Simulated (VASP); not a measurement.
# SnO (Romarchite): relaxation of cell and atoms with PBE

SnO (Romarchite):

```
Sn O
1.0
     3.79860    0.00000    0.00000
     0.00000    3.79860    0.00000
     0.00000    0.00000    4.84080
Sn O
2 2
Direct
  0.50000 0.00000 0.23690
  0.00000 0.50000 0.76310
  0.00000 0.00000 0.00000
  0.50000 0.50000 0.00000
```

```yaml
Program: VASP 6.6.1
Task: relaxation of cell and atoms
Functional: PBE
Potentials_or_basis: VASP PAW PBE potentials, release 64 (Sn_d, O)
Cutoff: 600 eV
k_mesh: 8 × 8 × 6
Occupations: gaussian, width 0.03 eV
Spin: no spin polarisation
Further_INCAR_settings: ALGO = Normal; EDIFF = 1e-06; IBRION = 2; EDIFFG = -0.01; NSW = 90; ISIF = 3
```

| Quantity | Value |
| --- | --- |
| Relaxed volume | 18.82 Å³/atom |
| Relaxed cell | a = 3.867 Å, b = 3.867 Å, c = 5.035 Å, α = 90.00°, β = 90.00°, γ = 90.00° |
| Space group after relaxing (to 0.05 Å) | P4/nmm (No. 129) |
| Energy gained by relaxing | 15.0 meV/atom |
| Ionic steps | 16 |
| Pressure after relaxing | 0.0 GPa |
| Band gap on the k mesh | 0.44 eV, indirect (least direct gap 1.93 eV) |

Step by step:
```tsv
step	energy change (eV)	largest force (eV/Å)	pressure (GPa)	volume (Å³)
1	0.0000	0.5839	5.01	69.85
2	-0.0050	0.8867	-3.51	75.51
3	-0.0505	0.2115	0.27	72.65
4	-0.0505	0.1963	0.36	72.60
5	-0.0540	0.1134	0.26	73.04
6	-0.0556	0.0157	0.14	73.59
7	-0.0567	0.0343	-0.02	73.89
8	-0.0577	0.0563	-0.18	74.25
9	-0.0586	0.1006	-0.46	74.97
10	-0.0592	0.0736	-0.32	74.99
11	-0.0598	0.0241	-0.05	75.04
12	-0.0595	0.0767	0.44	75.14
13	-0.0600	0.0126	0.08	75.08
14	-0.0600	0.0096	0.11	75.08
15	-0.0600	0.0082	0.09	75.13
16	-0.0601	0.0009	0.03	75.30
```

Final structure:
```yaml
crystal:
  lattice:
    - [3.86720, 0.00000, 0.00000]
    - [0.00000, 3.86720, 0.00000]
    - [0.00000, 0.00000, 5.03478]
  atoms:
    - { symbol: Sn, position: [0.50000, 0.00000, 0.23094] }
    - { symbol: Sn, position: [0.00000, 0.50000, 0.76906] }
    - { symbol: O, position: [0.00000, 0.00000, 0.00000] }
    - { symbol: O, position: [0.50000, 0.50000, 0.00000] }
```

Levels at points of the mesh, in eV from the valence-band top:
| k point | band 17 | band 18 | band 19 | band 20 | band 21 | band 22 | band 23 | band 24 |
| --- | --- | --- | --- | --- | --- | --- | --- | --- |
| (0.00, 0.00, 0.00) | -3.16 | -2.87 | -2.87 | 0.00 | 1.93 | 4.14 | 4.86 | 4.86 |
| (0.50, 0.00, 0.00) | -4.46 | -4.46 | -2.37 | -2.37 | 3.05 | 3.05 | 5.73 | 5.73 |
| (0.50, 0.50, 0.00) | -2.24 | -2.24 | -1.76 | -1.76 | 0.44 | 0.44 | 4.55 | 4.55 |
| (0.00, 0.00, 0.50) | -3.21 | -2.89 | -2.89 | -1.96 | 1.73 | 3.25 | 3.25 | 3.74 |
| (0.50, 0.00, 0.50) | -4.44 | -4.44 | -1.55 | -1.55 | 2.49 | 2.49 | 5.51 | 5.51 |
| (0.50, 0.50, 0.50) | -2.39 | -2.39 | -2.24 | -2.24 | 2.57 | 2.57 | 3.79 | 3.79 |

Run time: 7.5 min on 1 thread of AMD EPYC 9R45 96-Core Processor (Zen 5) (shared host), peak memory 0.23 GiB.

Caveat: spin-orbit coupling is left out, which moves the levels of the heavy elements. Zero-point motion and thermal expansion aren't in these numbers.
